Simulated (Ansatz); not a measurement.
# SnO: a line through an energy map

How does the energy of SnO (Pmn2_1, No. 31; 4 atoms in the cell) vary with equal normal strain along x and y, at engineering shear strain xy = −5.3 %?

Program: Ansatz 0.2.0. Level of theory: DFT PBE+D3(BJ), scalar-relativistic, plane waves, PAW. These are calculated values, not measurements.

1 further run of the same task is left out (it didn't finish).

## (1) The starting structure

Symmetry: Pmn2_1, No. 31, orthorhombic system. Conventional cell: a = 3.348 Å, b = 5.722 Å, c = 3.912 Å, α = 90.00°, β = 90.00°, γ = 90.00°. Sn (site symmetry m) is surrounded by 3 O at 2.15 to 2.16 Å. O (site symmetry m) is surrounded by 3 Sn at 2.15 to 2.16 Å.

Coordinates:

```cif
data_structure
_symmetry_space_group_name_H-M 'Pmn2_1'
_symmetry_Int_Tables_number 31
_cell_length_a 3.3475
_cell_length_b 5.7221
_cell_length_c 3.9125
_cell_angle_alpha 90.000
_cell_angle_beta 90.000
_cell_angle_gamma 90.000
_cell_volume 74.94
loop_
_atom_site_label
_atom_site_type_symbol
_atom_site_symmetry_multiplicity
_atom_site_Wyckoff_symbol
_atom_site_fract_x
_atom_site_fract_y
_atom_site_fract_z
_atom_site_occupancy
Sn1 Sn 2 a 0.00000 0.23451 0.52699 1
O1 O 2 a 0.00000 0.88361 0.72301 1
```

It goes back to an entry of the Materials Project, which need not be the stable form.

It is the result of an earlier relaxation at this level (volume 18.74 Å³/atom; gap on the mesh: 1.32 eV).

## (2) Plan of the line

The energy is mapped over two homogeneous strains (x along [1 0 0], y along [0 1 0], z along [0 0 1] of the conventional cell).

First coordinate, engineering shear strain xy: 7 values from −8.0 %. Second coordinate, equal normal strain along x and y: 7 values from −11.0 %.

Nothing else is relaxed (fractional coordinates fixed). Energies count from the relaxed crystal. Points are written as (first, second).

## (3) Point (−5.3 %, −11.0 %)

input.yaml reads:

```yaml
crystal:
  lattice:
    - [2.9792751417, -0.0892108792, 0.0]
    - [-0.1524928332, 5.0926312017, 0.0]
    - [0.0, 0.0, 3.9124910623]
  atoms:
    - { symbol: Sn, position: [0.0, 0.2345104856, 0.5269946555] }
    - { symbol: Sn, position: [0.5, 0.7654895144, 0.0269946555] }
    - { symbol: O, position: [0.0, 0.8836051479, 0.7230063445] }
    - { symbol: O, position: [0.5, 0.1163948521, 0.2230063445] }
basis:
  ecutwfc: 520.0
kpoints:
  mp_grid: { grid: [8, 6, 8] }
hamiltonian:
  xc: pbe
  dispersion: d3bj
scf:
  occupations: { method: gaussian, width: 0.05 }
output:
  forces: true
  stress: true
  eigenvalues: true
```

On the command line:

```bash
$ ansatz run input.yaml --threads 1 --pin off --max-ram 2048MiB --backend cpu --events-out ev --progress --plain --runs-dir out
```

Log, cut to the lines that bear on the results:

```text
Warning: RAYON_NUM_THREADS=1 ignored (pool sized by the plan → 1); use --threads N
[...]
Pseudopotentials: kind: paw
Pseudopotential: Sn, paw, valence charge 14, recommended cutoff 420 eV (normal), Sn.paw.azcp
Pseudopotential: O, paw, valence charge 6, recommended cutoff 420 eV (normal), O.paw.azcp
Functional definition: PBE
[...]
Crystal: 4 atoms, lattice volume = 59.308 Å³
Basis set: ecut = 520 eV, 1605 PW (Γ), exchange–correlation on 48×80×60 points (8 copies of the dense FFT grid, shifted against one another)
Bands: 24, of which v1, the nominal top of the filled ones, is band 20 counted from 1 (19 counted from 0)
Symmetry: 2 space group operations
Space group: P21 (ITA 4), of the structure as read, at distance tolerance 3.9e-5 Å
k-points: 130 of 384 (time reversal used)
[...]
SCF iter   1: F=—  HF=-13182.373009 eV  |F-HF|=—  |Δ(HF+E_count)|=         —  Δρ=4.88e-3  dr2=1.15e-2  ethr=1.77e-3  ⟨swp⟩=6.3  Hψ=14879  notcnv=0
[...]
SCF iter   6: F=-13182.371778 eV  HF=-13182.371778 eV  |F-HF|=1.38e-8  |Δ(HF+E_count)|=   1.10e-7  Δρ=8.21e-6  dr2=3.85e-8  ethr=2.50e-10  ⟨swp⟩=3.9  Hψ=13464  notcnv=0
[...]
SCF converged after 6 iterations
Free energy (F): -13182.371778 eV
[...]
E sigma→0 (E₀):  -13182.371778 eV
Fermi energy:    12.442345 eV
[...]
--- Forces (eV/Å), atoms counted from 1 ---
  atom   1  Sn     0.63864085     4.91194062     1.17559722
  atom   2  Sn    -0.63864085    -4.91194062     1.17559722
  atom   3  O      0.38447948    -1.12042503    -1.17567195
  atom   4  O     -0.38447948     1.12042503    -1.17567195
[...]
--- Stress (GPa, compression-positive) ---
       39.683631       1.702019       0.000000
        1.702018      40.453334       0.000000
        0.000000       0.000000      29.437970
  P = ⅓ Tr σ = 36.5250 GPa (365.250 kbar)
--- Band table (eV; the first three rows and the last of 130) ---
  k-point 0: bands = ["-10.6273", "-9.7115", "-9.4886", "-9.3518", "-9.2078", "-9.1470", "-9.1287", "-9.0622", "-8.9620", "-8.9585", "-8.9198", "-5.8419", "2.7422", "4.7789", "6.5049", "6.5204", "6.9400", "8.3478", "8.4738", "11.7292", "15.1990", "16.0326", "18.4340", "19.3899"]
[...]
```

Wall time 9.3 s (1 thread of Intel Xeon 6975P-C (Granite Rapids), shared host); peak memory 0.52 GiB.

That is 404 meV/atom from the zero.

## (4) The run at (−5.3 %, −7.3 %)

input.yaml: that of step 3 with these lines changed.

```diff
@@ -2,4 +2,4 @@
   lattice:
-    - [2.9792751417, -0.0892108792, 0.0]
-    - [-0.1524928332, 5.0926312017, 0.0]
+    - [3.1021283975, -0.0892108792, 0.0]
+    - [-0.1524928332, 5.3026307131, 0.0]
     - [0.0, 0.0, 3.9124910623]
```

On the command line:

```bash
$ ansatz run input.yaml --threads 1 --pin off --max-ram 2048MiB --backend cpu --events-out ev --progress --plain --runs-dir out
```

Log, cut to the lines that bear on the results:

```text
Warning: RAYON_NUM_THREADS=1 ignored (pool sized by the plan → 1); use --threads N
[...]
Pseudopotentials: kind: paw
Pseudopotential: Sn, paw, valence charge 14, recommended cutoff 420 eV (normal), Sn.paw.azcp
Pseudopotential: O, paw, valence charge 6, recommended cutoff 420 eV (normal), O.paw.azcp
Functional definition: PBE
[...]
Crystal: 4 atoms, lattice volume = 64.305 Å³
Basis set: ecut = 520 eV, 1747 PW (Γ), exchange–correlation on 48×80×60 points (8 copies of the dense FFT grid, shifted against one another)
Bands: 24, of which v1, the nominal top of the filled ones, is band 20 counted from 1 (19 counted from 0)
Symmetry: 2 space group operations
Space group: P21 (ITA 4), of the structure as read, at distance tolerance 4.0e-5 Å
k-points: 130 of 384 (time reversal used)
[...]
SCF iter   1: F=—  HF=-13183.324341 eV  |F-HF|=—  |Δ(HF+E_count)|=         —  Δρ=3.54e-3  dr2=6.70e-3  ethr=1.77e-3  ⟨swp⟩=6.2  Hψ=14819  notcnv=0
[...]
SCF iter   6: F=-13183.324082 eV  HF=-13183.324082 eV  |F-HF|=6.80e-9  |Δ(HF+E_count)|=   1.19e-7  Δρ=6.76e-6  dr2=1.74e-8  ethr=2.50e-10  ⟨swp⟩=4.2  Hψ=14783  notcnv=0
[...]
SCF converged after 6 iterations
Free energy (F): -13183.324082 eV
[...]
E sigma→0 (E₀):  -13183.324082 eV
Fermi energy:    11.083021 eV
[...]
--- Forces (eV/Å), atoms counted from 1 ---
  atom   1  Sn     0.48960893     2.88294580     0.70000026
  atom   2  Sn    -0.48960893    -2.88294580     0.70000026
  atom   3  O      0.21241036    -0.56567097    -0.69997869
  atom   4  O     -0.21241036     0.56567097    -0.69997869
[...]
--- Stress (GPa, compression-positive) ---
       21.920657       1.843693       0.000000
        1.843693      22.159967       0.000000
        0.000000       0.000000      15.664461
  P = ⅓ Tr σ = 19.9150 GPa (199.150 kbar)
--- Band table (eV; the first three rows and the last of 130) ---
[... band rows left out ...]
[...]
```

Wall time 9.9 s (1 thread of Intel Xeon 6975P-C (Granite Rapids), shared host); peak memory 0.53 GiB.

On the map this point reads 166 meV/atom.

## (5) Point (−5.3 %, −3.7 %)

input.yaml: that of step 4 with these lines changed.

```diff
@@ -2,4 +2,4 @@
   lattice:
-    - [3.1021283975, -0.0892108792, 0.0]
-    - [-0.1524928332, 5.3026307131, 0.0]
+    - [3.2246469034, -0.0892108792, 0.0]
+    - [-0.1524928332, 5.5120580186, 0.0]
     - [0.0, 0.0, 3.9124910623]
```

On the command line:

```bash
$ ansatz run input.yaml --threads 1 --pin off --max-ram 2048MiB --backend cpu --events-out ev --progress --plain --runs-dir out
```

Log, cut to the lines that bear on the results:

```text
[...]
SCF converged after 6 iterations
Free energy (F): -13183.818652 eV
[...]
E sigma→0 (E₀):  -13183.818652 eV
Fermi energy:    9.910357 eV
[...]
--- Forces (eV/Å), atoms counted from 1 ---
  atom   1  Sn     0.36259925     1.28249828     0.32142093
  atom   2  Sn    -0.36259925    -1.28249828     0.32142093
  atom   3  O      0.07543012    -0.21047622    -0.32139089
  atom   4  O     -0.07543012     0.21047622    -0.32139089
[...]
--- Stress (GPa, compression-positive) ---
        9.253396       1.788924       0.000000
        1.788924       9.205246       0.000000
        0.000000       0.000000       6.390675
  P = ⅓ Tr σ = 8.2831 GPa (82.831 kbar)
--- Band table (eV; the first three rows and the last of 130) ---
  k-point 0: bands = ["-12.2273", "-11.7329", "-11.6204", "-11.5626", "-11.5446", "-11.5012", "-11.4768", "-11.4661", "-11.3935", "-11.3925", "-10.3150", "-8.0114", "1.4553", "3.0087", "4.6438", "5.0205", "5.1297", "6.3738", "6.7663", "9.3046", "12.5879", "12.8294", "15.7229", "15.8927"]
[...]
```

It took 10 s on 1 thread of Intel Xeon 6975P-C (Granite Rapids), shared host; peak memory 0.55 GiB.

That is 42 meV/atom from the zero.

## (6) Grid point (−5.3 %, 0.0 %)

input.yaml: that of step 5 with these lines changed.

```diff
@@ -2,4 +2,4 @@
   lattice:
-    - [3.2246469034, -0.0892108792, 0.0]
-    - [-0.1524928332, 5.5120580186, 0.0]
+    - [3.3475001592, -0.0892108792, 0.0]
+    - [-0.1524928332, 5.72205753, 0.0]
     - [0.0, 0.0, 3.9124910623]
```

On the command line:

```bash
$ ansatz run input.yaml --threads 1 --pin off --max-ram 2048MiB --backend cpu --events-out ev --progress --plain --runs-dir out
```

Log, cut to the lines that bear on the results:

```text
[...]
SCF converged after 6 iterations
Free energy (F): -13183.967190 eV
[...]
E sigma→0 (E₀):  -13183.967190 eV
Fermi energy:    8.869826 eV
[...]
--- Forces (eV/Å), atoms counted from 1 ---
  atom   1  Sn     0.25437362     0.01855080     0.02197490
  atom   2  Sn    -0.25437362    -0.01855080     0.02197490
  atom   3  O     -0.03243215    -0.00027283    -0.02196072
  atom   4  O      0.03243215     0.00027283    -0.02196072
[...]
--- Stress (GPa, compression-positive) ---
        0.106598       1.632196      -0.000000
        1.632197       0.026043       0.000000
       -0.000000       0.000000       0.216502
  P = ⅓ Tr σ = 0.1164 GPa (1.164 kbar)
--- Band table (eV; the first three rows and the last of 130) ---
  k-point 0: bands = ["-13.0229", "-12.7089", "-12.6349", "-12.5940", "-12.5743", "-12.5370", "-12.5140", "-12.5069", "-12.4576", "-12.4494", "-10.6972", "-8.8327", "0.8916", "2.1885", "3.9280", "4.2695", "4.5951", "5.5820", "6.0743", "8.2153", "11.4636", "11.5338", "14.4555", "14.5329"]
[...]
```

Run time: 12 s. Hardware: 1 thread of Intel Xeon 6975P-C (Granite Rapids), shared host; peak memory 0.55 GiB.

That is 5 meV/atom from the zero.

## (7) The run at (−5.3 %, 3.7 %)

input.yaml: that of step 6 with these lines changed.

```diff
@@ -2,4 +2,4 @@
   lattice:
-    - [3.3475001592, -0.0892108792, 0.0]
-    - [-0.1524928332, 5.72205753, 0.0]
+    - [3.470353415, -0.0892108792, 0.0]
+    - [-0.1524928332, 5.9320570414, 0.0]
     - [0.0, 0.0, 3.9124910623]
```

On the command line:

```bash
$ ansatz run input.yaml --threads 1 --pin off --max-ram 2048MiB --backend cpu --events-out ev --progress --plain --runs-dir out
```

Log, cut to the lines that bear on the results:

```text
Warning: RAYON_NUM_THREADS=1 ignored (pool sized by the plan → 1); use --threads N
[...]
Pseudopotentials: kind: paw
Pseudopotential: Sn, paw, valence charge 14, recommended cutoff 420 eV (normal), Sn.paw.azcp
Pseudopotential: O, paw, valence charge 6, recommended cutoff 420 eV (normal), O.paw.azcp
Functional definition: PBE
[...]
Crystal: 4 atoms, lattice volume = 80.491 Å³
Basis set: ecut = 520 eV, 2171 PW (Γ), exchange–correlation on 54×90×60 points (8 copies of the dense FFT grid, shifted against one another)
Bands: 24, of which v1, the nominal top of the filled ones, is band 20 counted from 1 (19 counted from 0)
Symmetry: 2 space group operations
Space group: P21 (ITA 4), of the structure as read, at distance tolerance 4.3e-5 Å
k-points: 130 of 384 (time reversal used)
[...]
SCF iter   1: F=—  HF=-13183.851981 eV  |F-HF|=—  |Δ(HF+E_count)|=         —  Δρ=2.37e-3  dr2=7.70e-3  ethr=1.77e-3  ⟨swp⟩=6.1  Hψ=14793  notcnv=0
[...]
SCF iter   6: F=-13183.849902 eV  HF=-13183.849902 eV  |F-HF|=8.13e-9  |Δ(HF+E_count)|=   4.28e-7  Δρ=7.35e-6  dr2=3.78e-8  ethr=2.50e-10  ⟨swp⟩=6.7  Hψ=14675  notcnv=0
[...]
SCF converged after 6 iterations
Free energy (F): -13183.849902 eV
[...]
E sigma→0 (E₀):  -13183.849902 eV
Fermi energy:    7.919667 eV
[...]
--- Forces (eV/Å), atoms counted from 1 ---
  atom   1  Sn     0.16282978    -0.96843024    -0.20987171
  atom   2  Sn    -0.16282978     0.96843024    -0.20987171
  atom   3  O     -0.11573579     0.10472890     0.20987224
  atom   4  O      0.11573579    -0.10472890     0.20987224
[...]
--- Stress (GPa, compression-positive) ---
       -6.505619       1.432342      -0.000000
        1.432342      -6.372224       0.000000
       -0.000000       0.000000      -3.747934
  P = ⅓ Tr σ = -5.5419 GPa (-55.419 kbar)
--- Band table (eV; the first three rows and the last of 130) ---
[... band rows left out ...]
[...]
```

Wall time 12 s (1 thread of Intel Xeon 6975P-C (Granite Rapids), shared host); peak memory 0.55 GiB.

Energy on the map's scale: 34 meV/atom.

## (8) Point (−5.3 %, 7.3 %)

input.yaml: that of step 7 with these lines changed.

```diff
@@ -2,4 +2,4 @@
   lattice:
-    - [3.470353415, -0.0892108792, 0.0]
-    - [-0.1524928332, 5.9320570414, 0.0]
+    - [3.5928719209, -0.0892108792, 0.0]
+    - [-0.1524928332, 6.1414843469, 0.0]
     - [0.0, 0.0, 3.9124910623]
```

On the command line:

```bash
$ ansatz run input.yaml --threads 1 --pin off --max-ram 2048MiB --backend cpu --events-out ev --progress --plain --runs-dir out
```

Log, cut to the lines that bear on the results:

```text
Warning: RAYON_NUM_THREADS=1 ignored (pool sized by the plan → 1); use --threads N
[...]
Pseudopotentials: kind: paw
Pseudopotential: Sn, paw, valence charge 14, recommended cutoff 420 eV (normal), Sn.paw.azcp
Pseudopotential: O, paw, valence charge 6, recommended cutoff 420 eV (normal), O.paw.azcp
Functional definition: PBE
[...]
Crystal: 4 atoms, lattice volume = 86.278 Å³
Basis set: ecut = 520 eV, 2329 PW (Γ), exchange–correlation on 54×96×60 points (8 copies of the dense FFT grid, shifted against one another)
Bands: 24, of which v1, the nominal top of the filled ones, is band 20 counted from 1 (19 counted from 0)
Symmetry: 2 space group operations
Space group: P21 (ITA 4), of the structure as read, at distance tolerance 4.4e-5 Å
k-points: 130 of 384 (time reversal used)
[...]
SCF iter   1: F=—  HF=-13183.536463 eV  |F-HF|=—  |Δ(HF+E_count)|=         —  Δρ=2.44e-3  dr2=9.66e-3  ethr=1.77e-3  ⟨swp⟩=6.1  Hψ=14733  notcnv=0
[...]
SCF iter   7: F=-13183.534139 eV  HF=-13183.534139 eV  |F-HF|=9.19e-9  |Δ(HF+E_count)|=   4.02e-7  Δρ=4.30e-6  dr2=1.19e-8  ethr=2.50e-10  ⟨swp⟩=6.6  Hψ=14524  notcnv=0
[...]
SCF converged after 7 iterations
Free energy (F): -13183.534139 eV
[...]
E sigma→0 (E₀):  -13183.534139 eV
Fermi energy:    7.005867 eV
[...]
--- Forces (eV/Å), atoms counted from 1 ---
  atom   1  Sn     0.08486625    -1.69118688    -0.37644910
  atom   2  Sn    -0.08486625     1.69118688    -0.37644910
  atom   3  O     -0.18105626     0.13241936     0.37646186
  atom   4  O      0.18105626    -0.13241936     0.37646186
[...]
--- Stress (GPa, compression-positive) ---
      -10.763846       1.223612      -0.000000
        1.223612     -10.399275       0.000000
       -0.000000       0.000000      -5.864973
  P = ⅓ Tr σ = -9.0094 GPa (-90.094 kbar)
--- Band table (eV; the first three rows and the last of 130) ---
[... band rows left out ...]
[...]
```

Wall time 15 s (1 thread of Intel Xeon 6975P-C (Granite Rapids), shared host); peak memory 0.59 GiB.

That is 113 meV/atom from the zero.

## (9) The run at (−5.3 %, 11.0 %)

input.yaml: that of step 8 with these lines changed.

```diff
@@ -2,4 +2,4 @@
   lattice:
-    - [3.5928719209, -0.0892108792, 0.0]
-    - [-0.1524928332, 6.1414843469, 0.0]
+    - [3.7157251767, -0.0892108792, 0.0]
+    - [-0.1524928332, 6.3514838583, 0.0]
     - [0.0, 0.0, 3.9124910623]
```

On the command line:

```bash
$ ansatz run input.yaml --threads 1 --pin off --max-ram 2048MiB --backend cpu --events-out ev --progress --plain --runs-dir out
```

Log, cut to the lines that bear on the results:

```text
[...]
SCF converged after 7 iterations
Free energy (F): -13183.136065 eV
[...]
E sigma→0 (E₀):  -13183.136065 eV
Fermi energy:    6.168912 eV
[...]
--- Forces (eV/Å), atoms counted from 1 ---
  atom   1  Sn     0.01029869    -2.00531605    -0.43502197
  atom   2  Sn    -0.01029869     2.00531605    -0.43502197
  atom   3  O     -0.24129072     0.07428866     0.43501183
  atom   4  O      0.24129072    -0.07428866     0.43501183
[...]
--- Stress (GPa, compression-positive) ---
      -11.543617       0.989882      -0.000000
        0.989881     -11.437765       0.000000
       -0.000000       0.000000      -5.593067
  P = ⅓ Tr σ = -9.5248 GPa (-95.248 kbar)
--- Band table (eV; the first three rows and the last of 130) ---
  k-point 0: bands = ["-15.3329", "-15.2872", "-15.2615", "-15.2328", "-15.2260", "-15.1975", "-15.1760", "-15.1593", "-15.1529", "-15.1317", "-11.5925", "-10.5894", "-0.6874", "-0.0814", "2.4051", "2.5799", "3.3821", "3.7318", "4.4451", "5.4761", "8.1230", "9.1399", "11.0498", "11.1203"]
[...]
```

Run time: 15 s. Hardware: 1 thread of Intel Xeon 6975P-C (Granite Rapids), shared host; peak memory 0.62 GiB.

Energy on the map's scale: 213 meV/atom.

## (10) Results

```
equal normal strain along x and y (%)  step  energy (meV/atom)  slope (meV/atom per %)  pressure (GPa)  band gap on the k-mesh (eV)  largest force on an atom (eV/Å)
                                −11.0     3                404                     −84            36.5                         0.76                             5.09
                                 −7.3     4                166                     −48            19.9                         1.03                             3.01
                                 −3.7     5                 42                     −21             8.3                         1.20                             1.37
                                  0.0     6                  5                       0             0.1                         1.31                             0.26
                                  3.7     7                 34                      16            −5.5                         1.42                             1.00
                                  7.3     8                113                      26            −9.0                         1.42                             1.74
                                 11.0     9                213                      30            −9.5                         1.39                             2.05
```

Energies count from the relaxed crystal. Slopes come from the forces (and the stress, where the cell changes), not from differences of energies.

Along the line the energy is lowest at 0.0 %, 5 meV/atom from the zero. The highest point computed, at −11.0 %, lies 399 meV/atom above the lowest. This is one cut through a surface in two coordinates; the map's lowest point lies off it. With the other coordinates free, the energies away from the reference would be the same or lower. The log warns that the dispersion term switches its coefficients with the atoms' coordination near these geometries, so kinks or extra dips may come from it and not from the bonding.

The gaps are Kohn-Sham values of a semilocal functional, not quasiparticle or optical gaps. Such gaps usually fall short of the measured ones.
